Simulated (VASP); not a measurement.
**VASP 6.6.1 run: AgCl**

INCAR

```
IBRION = 2
ISIF = 3
EDIFF = 1E-7
LWAVE = .FALSE.
NBANDS = 16
PREC = Accurate
EDIFFG = -5E-3
GGA = CA
LASPH = .TRUE.
ENCUT = 600
LCHARG = .FALSE.
NSW = 30
NELM = 89
LREAL = .FALSE.
SIGMA = 0.6
ISMEAR = 1
```

KPOINTS

```
KPOINTS created by Atomic Simulation Environment
0
Gamma
6 6 6
0 0 0
```

POSCAR

```
Ag Cl
 1.0000000000000000
     0.0000000000000000    3.0293613520081193    3.0293613520081193
     3.0293613520081193    0.0000000000000000    3.0293613520081193
     3.0293613520081193    3.0293613520081193    0.0000000000000000
 Ag  Cl
   1   1
Cartesian
  0.0000000000000000  0.0000000000000000  0.0000000000000000
  1.5146806760040596  1.5146806760040596  1.5146806760040596
```

The recommended LDA PAW datasets give the neutral cell 18 valence electrons.

Command

```
mpirun -np 1 vasp_std
```

Problem. Predict the outcome of this run.

Solution. It converged. Results: relaxed cell vector lengths 4.080, 4.080, 4.080 Å; relaxed cell volume 48.01 Å³.

OSZICAR

```
N       E                     dE             d eps       ncg     rms          rms(c)
DAV:   1     0.104178669617E+03    0.10418E+03   -0.88668E+03   512   0.110E+03
DAV:   2    -0.202843984964E+01   -0.10621E+03   -0.98667E+02   632   0.219E+02
DAV:   3    -0.666871801872E+01   -0.46403E+01   -0.46241E+01   592   0.484E+01
DAV:   4    -0.671091785044E+01   -0.42200E-01   -0.42191E-01   712   0.494E+00
DAV:   5    -0.671161223433E+01   -0.69438E-03   -0.69438E-03   592   0.621E-01    0.520E+00
DAV:   6    -0.655956731802E+01    0.15204E+00   -0.24221E-01   752   0.649E+00    0.367E+00
DAV:   7    -0.655233431752E+01    0.72330E-02   -0.69945E-02   600   0.173E+00    0.179E+00
DAV:   8    -0.654928629876E+01    0.30480E-02   -0.57975E-03   624   0.676E-01    0.200E-01
DAV:   9    -0.654913096033E+01    0.15534E-03   -0.41988E-04   680   0.311E-01    0.469E-02
DAV:  10    -0.654915994459E+01   -0.28984E-04   -0.84460E-05   584   0.591E-02    0.189E-02
...
       N       E                     dE             d eps       ncg     rms          rms(c)
DAV:   1    -0.674052229317E+01   -0.52175E-01   -0.74530E-01   520   0.840E+00    0.146E+00
DAV:   2    -0.669284134541E+01    0.47681E-01   -0.12182E-01   512   0.384E+00    0.500E-01
DAV:   3    -0.669064726129E+01    0.21941E-02   -0.51261E-03   632   0.469E-01    0.326E-01
DAV:   4    -0.669037763562E+01    0.26963E-03   -0.26295E-04   624   0.106E-01    0.120E-01
DAV:   5    -0.669034585636E+01    0.31779E-04   -0.24315E-05   624   0.737E-02    0.150E-02
DAV:   6    -0.669034686916E+01   -0.10128E-05   -0.11626E-05   608   0.315E-02    0.648E-03
DAV:   7    -0.669034667662E+01    0.19254E-06   -0.61809E-07   616   0.569E-03    0.198E-03
DAV:   8    -0.669034669902E+01   -0.22402E-07   -0.25370E-08   312   0.184E-03
   3 F= -.66903467E+01 E0= -.67076647E+01  d E =-.141186E+00
```

| ionic step | ΔE (meV/atom) | volume (Å³) | largest force (eV/Å) | pressure (GPa) | electronic steps |
| --- | --- | --- | --- | --- | --- |
| 1 | 0.0 | 55.60 | 0.000 | -5.10 | 13 |
| 2 | -69.6 | 48.77 | 0.000 | -0.80 | 10 |
| 3 | -70.6 | 48.01 | 0.000 | -0.03 | 8 |

One setting is odd (smearing far too wide), but here it hardly changes the result.

On sound settings the LDA relaxation ends at 48.18 Å³.
